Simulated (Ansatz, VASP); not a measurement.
Two plane-wave programs on WC4

```
W C
1.0
     4.08756    0.00000    0.00000
     0.00000    4.08756    0.00000
     0.00000    0.00000    4.08756
W C
1 4
Direct
  0.50000 0.50000 0.50000
  0.00000 0.50000 0.50000
  0.50000 0.00000 0.50000
  0.50000 0.50000 0.00000
  0.00000 0.00000 0.00000
```

Alike in both runs: functional PBE; k mesh 10 × 10 × 10; occupations gaussian, width 0.1 eV; no spin polarisation.

Ansatz relaxed the structure, and its values are those at the end. VASP's run is a single point on that final structure, the one shown.

|  | VASP | Ansatz |
| --- | --- | --- |
| version | VASP 6.6.1 | Ansatz 0.2.0 |
| potentials or method | VASP PAW PBE potentials, release 64 (W_sv, C) | scalar-relativistic, plane waves, PAW |
| plane-wave cutoff (eV) | 520 | 420 |
| valence electrons in the cell | 30 | 30 |

|  | VASP | Ansatz | Ansatz less VASP |
| --- | --- | --- | --- |
| gap on the k mesh at the Fermi level (eV) | none | none | - |
| pressure (GPa) | 0.2 | 0.0 | -0.18 |

A gap of «none» marks a metal or a gap that the smearing closes.

Spin-orbit coupling is left out, which matters for the levels of W.
